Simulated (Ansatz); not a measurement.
Runs of Ansatz 0.2.0 on BN. It takes space group P6_3/mmc (No. 194, hexagonal). The conventional cell has a = 2.498 Å, b = 2.498 Å, c = 6.636 Å, α = 90.00°, β = 90.00°, γ = 120.00°. N (site symmetry -6m2) has 3 B at 1.44 Å as nearest neighbours. B (site symmetry -6m2) is surrounded by 3 N at 1.44 Å. 

```tsv
task	level	cell	k mesh	cutoff (eV)	smearing	points for each segment of the path	mesh quality	gap on the mesh (eV)	pressure (GPa)
band structure	HF	as given	6 × 6 × 2	420	fermi-dirac 0.05 eV	4	coarse	13.21	-0.5
band structure	HSEsol	as given	6 × 6 × 2	420	fermi-dirac 0.05 eV	4	coarse	5.51	-2.1
band structure	r2SCAN50	as given	6 × 6 × 2	500	fermi-dirac 0.05 eV	4	coarse	8.63	-5.4
band structure	PBE0	as given	6 × 6 × 2	420	fermi-dirac 0.05 eV	4	coarse	6.35	0.0
band structure	B3LYP	as given	6 × 6 × 2	420	fermi-dirac 0.05 eV	4	coarse	(c)	(b)
relaxation of cell and atoms	revPBE	relaxed	12 × 12 × 4	420	fermi-dirac 0.05 eV	-	not flagged	(a)	0.0
band structure	BLYP	as given	12 × 12 × 4	420	fermi-dirac 0.05 eV	14	not flagged	(d)	7.3
band structure	HSE03	as given	6 × 6 × 2	420	fermi-dirac 0.05 eV	4	coarse	5.37	0.2
band structure	r2SCAN0	as given	6 × 6 × 2	500	fermi-dirac 0.05 eV	4	coarse	6.71	-2.3
band structure	PBEsol0	as given	6 × 6 × 2	420	fermi-dirac 0.05 eV	4	coarse	6.25	-2.2
single point	HSE03+D3(BJ)	as given	6 × 6 × 2	420	fermi-dirac 0.02 eV	-	coarse	5.37	-2.3
```

Alike in all rows: potentials or basis Ansatz PAW; no spin polarisation.

Task: Fill in the values left out.

Result: (a) 4.33; (b) 2.2; (c) 6.00; (d) 4.36.

Caveats: some runs use coarse meshes; the PAW data sets come from PBE, with cores solved anew for the run's functional, which leaves a small shift of forces and pressure; the thresholds are loose for stress (some runs); this functional lacks dispersion, which binds the layers, so the pressure and a relaxed spacing across them are unreliable (some runs); the plane-wave basis is chosen anew once the cell has moved, so the energies of steps on either side of that aren't comparable (some runs); this functional lacks dispersion, which binds the layers, so the pressure and a relaxed spacing across them are unreliable, and here the layers came unbound (some runs).

A k mesh can miss the band edges.
